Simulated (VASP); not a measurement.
# Si2Mo (I4/mmm) in VASP: a series of runs

The runs below take Si2Mo through single point, relaxation of cell and atoms, with PBE.

Program: VASP 6.6.1. These are calculated values, not measurements. Logs are shortened: lines on timing, memory, paths and dates and some standing lists are left out, and cuts for length are marked.

## Step 1: The structure

The structure is tetragonal, space group I4/mmm (No. 139). The conventional cell has a = 3.204 Å, b = 3.204 Å, c = 7.816 Å, α = 90.00°, β = 90.00°, γ = 90.00°. Si (site symmetry 4mm) is surrounded by 5 Si at 2.57 to 2.63 Å and 5 Mo at 2.61 to 2.62 Å. Mo (site symmetry 4/mmm) is surrounded by 10 Si at 2.61 to 2.62 Å.

The cell is a database's computed one.

## Step 2: Single point, PBE

Input file INCAR:

```
  ALGO = Fast
  EDIFF = 1E-7
  ENCUT = 520
  GGA = PE
  ISIF = 2
  ISMEAR = 0
  LASPH = True
  LCHARG = True
  LELF = True
  LREAL = False
  LVHAR = True
  LWAVE = False
  NBANDS = 18
  NELM = 100
  PREC = Accurate
  SIGMA = 0.1
```

Input file KPOINTS:

```
k-points
0
Gamma
  8 8 8
```

Input file POSCAR:

```
Si2Mo
1.0
   -1.6021320000      1.6021320000      3.9080960000
    1.6021320000     -1.6021320000      3.9080960000
    1.6021320000      1.6021320000     -3.9080960000
Si Mo
2 1
Direct
    0.6645710000      0.6645710000      0.0000000000
    0.3354290000      0.3354290000      0.0000000000
    0.0000000000      0.0000000000      0.0000000000
```

Potentials or basis: VASP PAW PBE potentials, release 64 (Si, Mo_sv).

Run with:

```
$ cat potpaw_PBE.64/Si/POTCAR potpaw_PBE.64/Mo_sv/POTCAR > POTCAR
$ mpirun -np 1 vasp_std > vasp.out
```

OUTCAR:

```text
EDIFF = 1E-7
   ENCUT = 520
   GGA = PE
   ISIF = 2
   ISMEAR = 0
   LASPH = True
   LREAL = False
   NELM = 100
   PREC = Accurate

 ion  position               nearest neighbor table
   1  0.665  0.665  0.000-   2 2.57   3 2.61   3 2.61   3 2.61   3 2.61   3 2.62   2 2.63   2 2.63
                             2 2.63   2 2.63
   2  0.335  0.335  0.000-   1 2.57   3 2.61   3 2.61   3 2.61   3 2.61   3 2.62   1 2.63   1 2.63
                             1 2.63   1 2.63
   3  0.000  0.000  0.000-   1 2.61   1 2.61   1 2.61   2 2.61   1 2.61   2 2.61   2 2.61   2 2.61
                             1 2.62   2 2.62

  LATTYP: Found a body centered tetragonal cell.
 ALAT       =     3.2042640000
 C/A-ratio  =     2.4393096199

  Lattice vectors:

 A1 = (  -1.6021320000,   1.6021320000,   3.9080960000)
 A2 = (   1.6021320000,  -1.6021320000,   3.9080960000)
 A3 = (   1.6021320000,   1.6021320000,  -3.9080960000)

Analysis of symmetry for initial positions (statically):
=====================================================================
 Subroutine PRICEL returns:
 Original cell was already a primitive cell.

 Routine SETGRP: Setting up the symmetry group for a
 body centered tetragonal supercell.

 Subroutine GETGRP returns: Found 16 space group operations
 (whereof 16 operations were pure point group operations)
 out of a pool of 16 trial point group operations.

The static configuration has the point symmetry D_4h.

Analysis of symmetry for dynamics (positions and initial velocities):
=====================================================================
 Subroutine PRICEL returns:
 Original cell was already a primitive cell.

 Routine SETGRP: Setting up the symmetry group for a
 body centered tetragonal supercell.

 Subroutine GETGRP returns: Found 16 space group operations
 (whereof 16 operations were pure point group operations)
 out of a pool of 16 trial point group operations.

The dynamic configuration has the point symmetry D_4h.

 Subroutine INISYM returns: Found 16 space group operations
 (whereof 16 operations are pure point group operations),
 and found     1 'primitive' translations

----------------------------------------------------------------------------------------

                                     Primitive cell

  volume of cell :      40.1256

  direct lattice vectors                    reciprocal lattice vectors
    -1.602132000  1.602132000  3.908096000     0.000000000  0.312084148  0.127939539
[... 89 lines left out ...]
   LREAL  =      F    real-space projection
   EDIFFG = 0.1E-05   stopping-criterion for IOM
   NSW    =      0    number of steps for IOM
   IBRION =     -1    ionic relax: 0-MD 1-quasi-New 2-CG
   NFREE  =      0    steps in history (QN), initial steepest desc. (CG)
   ISIF   =      2    stress and relaxation
   ISYM   =      2    0-nonsym 1-usesym 2-fastsym
   POTIM  = 0.5000    time-step for ionic-motion
   TEBEG  =    0.0;   TEEND  =   0.0 temperature during run
   PSTRESS=    0.0 pullay stress
   NELECT =      22.0000    total number of electrons
   NUPDOWN=      -1.0000    fix difference up-down
   EMIN   =  10.00;   EMAX   =-10.00  energy-range for DOS
   EFERMI =   0.00;   METHOD = LEGACY
   ISMEAR =     0;   SIGMA  =   0.10  broadening in eV -4-tet -1-fermi 0-gaus
   EFERMI_NEDOS =   21; number of points for ismear=-14 and -15
   IALGO  =     68    algorithm
   IMIX   =      4    mixing-type and parameters
     AMIX     =   0.40;   BMIX     =  1.00
     AMIX_MAG =   1.60;   BMIX_MAG =  1.00
  volume/ion in A,a.u.               =      13.38        90.26
  Fermi-wavevector in a.u.,A,eV,Ry     =   1.339908  2.532060 24.427283  1.795355
  Thomas-Fermi vector in A             =   2.468263
   LORBIT       =      0    0 simple, 1 ext, 2 COOP (PROOUT), +10 PAW based schemes
   GGA     = PE    functional components
   LHFCALC =     F    Hartree Fock is set to
   AEXX    =    0.0000 exact exchange contribution
   IVDW    =     0    specifies the selected vdW correction
   LEPSILON=     F    determine dielectric tensor
   LRPA    =     F    only Hartree local field effects (RPA)
 non-spin polarized calculation
 RMM-DIIS sequential band-by-band and
 Gauss-broadening in eV      SIGMA  =   0.10
  energy-cutoff  :      520.00
  volume of cell :       40.13
 maximum number of plane-waves:      1104
 NGX is ok and might be reduce to    36
   NGX = 17   NGY = 17   NGZ = 17

 number of electron      22.0000000 magnetization

 Free energy of the ion-electron system (eV)
  ---------------------------------------------------
  ext. energy  EPLUGINS =         0.00000000
  ---------------------------------------------------
  free energy    TOTEN  =       -23.25747986 eV

  energy without entropy =      -23.25677108  energy(sigma->0) =      -23.25712547

 E-fermi :  12.2399     XC(G=0): -12.4400

 val. band max:       12.0234451779   @ k =   0.5000   0.5000   0.3750
 cond. band min:      12.2873883330   @ k =  -0.3750   0.5000   0.3750
 fundamental gap:      0.2639431551
 Fermi energy:        12.2398535954

 k-point     1 :       0.0000    0.0000    0.0000
  band No.  band energies     occupation
      1     -48.4164      2.00000
      2     -22.5674      2.00000
      3     -22.4963      2.00000
      4     -22.4963      2.00000
      5      -1.1368      2.00000
      6       5.8902      2.00000
[... 481 lines left out ...]
      5       2.9903      2.00000
      6       3.6171      2.00000
[... 10 lines left out ...]
     17      19.1276      0.00000
     18      20.7033      0.00000

 [... further k-points ...]

------------------------ aborting loop because EDIFF is reached ----------------------------------------

  FORCE on cell =-STRESS in cart. coord.  units (eV):
  Direction    XX          YY          ZZ          XY          YZ          ZX
  --------------------------------------------------------------------------------------
  -------------------------------------------------------------------------------------
  Total        0.7461939      0.7461939      1.1385759      0.0000000      0.0000000     -0.0000000
  in kB       29.7948006     29.7948006     45.4622312      0.0000000      0.0000000     -0.0000000
  external PRESSURE =      35.0172775 kB  Pullay stress =       0.0000000 kB

 VOLUME and BASIS-vectors are now :
 -----------------------------------------------------------------------------
  energy-cutoff  :      520.00
  volume of cell :       40.13
      direct lattice vectors                 reciprocal lattice vectors
    -1.602132000  1.602132000  3.908096000     0.000000000  0.312084148  0.127939539
     1.602132000 -1.602132000  3.908096000     0.312084148  0.000000000  0.127939539
     1.602132000  1.602132000 -3.908096000     0.312084148  0.312084148  0.000000000

 POSITION                                       TOTAL-FORCE (eV/Angst)
 -----------------------------------------------------------------------------------
      0.00000      0.00000      5.19441         0.000000      0.000000      0.075829
      0.00000      0.00000      2.62178        -0.000000     -0.000000     -0.075829
      0.00000      0.00000      0.00000         0.000000      0.000000      0.000000
 -----------------------------------------------------------------------------------
    total drift:                               -0.000000     -0.000000      0.000000

  FREE ENERGIE OF THE ION-ELECTRON SYSTEM (eV)
  ---------------------------------------------------
  free  energy   TOTEN  =       -23.2574798572 eV

  energy  without entropy=      -23.2567710817  energy(sigma->0) =      -23.25712547
```

OSZICAR:

```text
N       E                     dE             d eps       ncg     rms          rms(c)
DAV:   1     0.119985137692E+03    0.11999E+03   -0.11424E+04  2124   0.117E+03
DAV:   2    -0.210228137511E+02   -0.14101E+03   -0.13805E+03  2500   0.297E+02
DAV:   3    -0.241371789744E+02   -0.31144E+01   -0.30790E+01  2578   0.393E+01
DAV:   4    -0.241555567724E+02   -0.18378E-01   -0.18353E-01  2542   0.327E+00
DAV:   5    -0.241556705325E+02   -0.11376E-03   -0.11375E-03  2508   0.272E-01    0.217E+01
RMM:   6    -0.233938146166E+02    0.76186E+00   -0.30360E+00  2167   0.110E+01    0.522E+00
RMM:   7    -0.232781304515E+02    0.11568E+00   -0.21235E-01  2231   0.320E+00    0.387E+00
RMM:   8    -0.232578822539E+02    0.20248E-01   -0.56031E-02  2444   0.157E+00    0.377E-01
RMM:   9    -0.232578168404E+02    0.65413E-04   -0.10223E-02  2487   0.586E-01    0.277E-01
RMM:  10    -0.232575518698E+02    0.26497E-03   -0.22770E-03  2357   0.355E-01    0.133E-01
RMM:  11    -0.232575001046E+02    0.51765E-04   -0.47729E-04  2510   0.159E-01    0.267E-02
RMM:  12    -0.232574791690E+02    0.20936E-04   -0.82436E-05  2475   0.723E-02    0.170E-02
RMM:  13    -0.232574802788E+02   -0.11098E-05   -0.17134E-05  2564   0.342E-02    0.291E-02
RMM:  14    -0.232574797683E+02    0.51045E-06   -0.56122E-06  2435   0.198E-02    0.103E-02
RMM:  15    -0.232574798572E+02   -0.88822E-07   -0.92940E-07  2532   0.864E-03
   1 F= -.23257480E+02 E0= -.23257125E+02  d E =-.708775E-03
```

stdout:

```text
POSCAR found type information on POSCAR SiMo
 POSCAR found :  2 types and       3 ions
 scaLAPACK will be used
 LDA part: xc-table for (Slater+PW92), standard interpolation
 POSCAR, INCAR and KPOINTS ok, starting setup
 FFT: planning ... GRIDC
 FFT: planning ... GRID_SOFT
 FFT: planning ... GRID
 WAVECAR not read
 entering main loop
```

Wall time 48 s (1 thread of Intel Xeon Platinum 8488C (Sapphire Rapids), shared host); peak memory 0.22 GiB.

Results:

```
Free energy            : -23.2575 eV
Pressure               : 3.5 GPa
Largest force          : 0.076 eV/Å
Band gap on the k mesh : none (metal or under the smearing width)
```

Forces on the atoms (eV/Å):
```
Si   0.000  0.000  0.076
Si   0.000  0.000 -0.076
Mo   0.000  0.000  0.000
```

## Step 3: Single point, PBE

This run uses another cell than the first one, of 13.58 Å³/atom, 1.015 times its volume.

Input file INCAR:

```
SYSTEM = Si2Mo
PREC     = Accurate       ! precision mode
ENCUT    = 520            ! plane-wave cutoff, eV
EDIFF    = 1E-6           ! SCF threshold, eV
ISMEAR   = 0              ! smearing method
SIGMA    = 0.1            ! smearing width, eV
LREAL    = .FALSE.        ! projectors in reciprocal space
LASPH    = .TRUE.         ! aspherical terms in the spheres
NELM     = 100            ! most SCF steps
ALGO     = Fast           ! electronic algorithm
ISIF     = 2              ! what is computed and relaxed
LWAVE    = .FALSE.        ! write WAVECAR
LCHARG   = .FALSE.        ! write CHGCAR
GGA      = PE             ! functional
NBANDS   = 18             ! bands
```

Input file KPOINTS:

```
Automatic mesh
0
G
  8 8 8
  0 0 0
```

Input file POSCAR:

```
Si2Mo
1.0
   -1.6085980756      1.6085980756      3.9358949449
    1.6085980756     -1.6085980756      3.9358949449
    1.6085980756      1.6085980756     -3.9358949449
Si Mo
2 1
Direct
    0.6647805408      0.6647805408      0.0000000000
    0.3352194592      0.3352194592      0.0000000000
    0.0000000000      0.0000000000      0.0000000000
```

Potentials or basis: VASP PAW PBE potentials, release 64 (Si, Mo_sv).

Run with:

```
$ cat potpaw_PBE.64/Si/POTCAR potpaw_PBE.64/Mo_sv/POTCAR > POTCAR
$ mpirun -np 1 vasp_std > vasp.out
```

Run time: 42 s. Hardware: 1 thread of Intel Xeon Platinum 8488C (Sapphire Rapids), shared host; peak memory 0.23 GiB.

It converged, with:

```yaml
Free_energy: -23.2650 eV
Pressure: 0.1 GPa
Band_gap_on_the_k_mesh: none (metal or under the smearing width)
```

Stress tensor (GPa, compression positive):
```
0.18 0.00 0.00
0.00 0.18 0.00
0.00 0.00 0.07
```

Levels at points of the mesh, in eV from the Fermi level:
```tsv
k point	band 9	band 10	band 11	band 12	band 13	band 14
(0.00, 0.00, 0.00)	-2.53	-2.53	0.42	3.13	3.31	3.52
(0.50, 0.00, 0.00)	-2.49	-2.46	-0.43	2.27	3.13	4.03
(0.50, 0.50, 0.00)	-4.33	-2.94	-1.16	2.32	2.73	3.16
(0.50, 0.50, 0.50)	-0.51	-0.51	-0.43	-0.43	0.55	4.76
```

## Step 4: Relaxation of cell and atoms, PBE

Input file INCAR:

```
PREC = Accurate ; ENCUT = 600
EDIFF = 1E-6 ; ISMEAR = 0
SIGMA = 0.1 ; LREAL = False
LASPH = True ; NELM = 100
ALGO = Normal ; ISIF = 3
LWAVE = False ; LCHARG = False
GGA = PE ; IBRION = 2
NSW = 60 ; EDIFFG = -0.04
```

Input file KPOINTS:

```
Automatic mesh
0
Gamma
  8 8 8
```

Input file POSCAR:

```
Si2Mo
1.0
   -1.6021320000      1.6021320000      3.9080960000
    1.6021320000     -1.6021320000      3.9080960000
    1.6021320000      1.6021320000     -3.9080960000
Si Mo
2 1
Direct
    0.6645710000      0.6645710000      0.0000000000
    0.3354290000      0.3354290000      0.0000000000
    0.0000000000      0.0000000000      0.0000000000
```

Run with:

```
$ cat potpaw_PBE.64/Si/POTCAR potpaw_PBE.64/Mo_sv/POTCAR > POTCAR
$ mpirun -np 1 vasp_std > vasp.out
```

Run time: 74 s. Hardware: 1 thread of Intel Xeon Platinum 8488C (Sapphire Rapids), shared host; peak memory 0.22 GiB.

Results (log left out):

* Free energy: -23.2648 eV
* Relaxed volume: 13.59 Å³/atom
* Relaxed cell: a = 4.546 Å, b = 4.546 Å, c = 4.546 Å, α = 138.53°, β = 138.53°, γ = 60.09°
* Space group after relaxing (to 0.05 Å): I4/mmm (No. 139)
* Energy gained by relaxing: 2.4 meV/atom
* Ionic steps: 3
* Pressure after relaxing: 0.0 GPa
* Largest force after relaxing: 0.005 eV/Å
* Band gap on the k mesh: none (metal or under the smearing width)

Forces on the atoms (eV/Å):
```
Si   0.000  0.000  0.005
Si   0.000  0.000 -0.005
Mo   0.000  0.000  0.000
```

Stress tensor (GPa, compression positive):
```
-0.08  0.00  0.00
 0.00 -0.08  0.00
 0.00  0.00  0.06
```

The path:
| step | energy change (eV) | largest force (eV/Å) | pressure (GPa) | volume (Å³) |
| --- | --- | --- | --- | --- |
| 1 | 0.0000 | 0.0759 | 3.47 | 40.13 |
| 2 | 0.0112 | 0.1014 | -5.15 | 41.83 |
| 3 | -0.0072 | 0.0047 | -0.03 | 40.77 |

Final structure:
```
Si Mo
1.0
    -1.60938    1.60938    3.93515
     1.60938   -1.60938    3.93515
     1.60938    1.60938   -3.93515
Si Mo
2 1
Cartesian
  0.0000 0.0000 5.2318
  0.0000 0.0000 2.6385
  0.0000 0.0000 0.0000
```

Levels at points of the mesh, in eV from the Fermi level:
| k point | band 9 | band 10 | band 11 | band 12 | band 13 | band 14 |
| --- | --- | --- | --- | --- | --- | --- |
| (0.00, 0.00, 0.00) | -2.53 | -2.53 | 0.41 | 3.12 | 3.31 | 3.51 |
| (0.50, 0.00, 0.00) | -2.49 | -2.46 | -0.43 | 2.27 | 3.13 | 4.02 |
| (0.50, 0.50, 0.00) | -4.33 | -2.93 | -1.16 | 2.32 | 2.73 | 3.17 |
| (0.50, 0.50, 0.50) | -0.51 | -0.51 | -0.43 | -0.43 | 0.54 | 4.77 |

## Step 5: Overview

```tsv
task	cell	cutoff (eV)	gap on the mesh (eV)	pressure (GPa)
single point	I4/mmm, 13.38 Å³/atom	520	none	3.5
single point	I4/mmm, 13.58 Å³/atom	520	none	0.1
relaxation of cell and atoms	relaxed	600	none	0.0
```

Alike in all rows: level PBE; potentials or basis VASP PAW PBE potentials, release 64 (Si, Mo_sv); no spin polarisation; k mesh 8 × 8 × 8; smearing gaussian 0.1 eV.

Total energies depend on the potentials used, so only differences within one code and one set of settings carry meaning.
